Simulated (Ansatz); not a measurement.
# Sn under changes of volume

One of the cells (27.353 Å³/atom); the others are scaled copies at fixed shape and fractional positions:

```xyz
1
Lattice="-2.0292 2.0292 1.6608 2.0292 -2.0292 1.6608 2.0292 2.0292 -1.6608" Properties=species:S:1:pos:R:3 pbc="T T T"
Sn    0.0000    0.0000    0.0000
```

This isn't the form of Sn at room conditions, which is tetragonal (white tin).

* Program: Ansatz 0.2.0
* Functional: LDA
* Potentials or basis: all-electron LAPW, scalar-relativistic
* Cutoff: 167 eV (chosen from the basis error)
* Basis error allowed: 0.001 eV/atom
* k mesh: 10 × 10 × 10
* Occupations: fermi-dirac, width 0.05 eV
* Spin: no spin polarisation

```csv
volume (Å³/atom),energy over the lowest point (meV/atom),pressure (GPa)
25.712,0.00,-0.1
26.259,2.66,-1.3
26.806,8.96,-2.3
27.353,18.46,-3.2
27.901,30.82,-4.0
28.448,?,?
28.995,62.77,-5.3
```

**Question.** What does the run at 28.448 Å³/atom give?

**Answer.** Energy over the lowest point 45.71 meV/atom; pressure -4.7 GPa.

Worked out: A Birch-Murnaghan fit of order 3 (a polynomial in V^(-2/3)) to the other rows has its minimum at 25.62 Å³/atom, just outside them, with B0 = V·E''(V) = 57 GPa and B' = 4.7 at fixed shape and positions, which overstates the stiffness. It gives 45.68 meV/atom at 28.448 Å³/atom, against the run's 45.71, and -dE/dV = -4.7 GPa, against -4.7.

Energies are extrapolated to zero smearing.
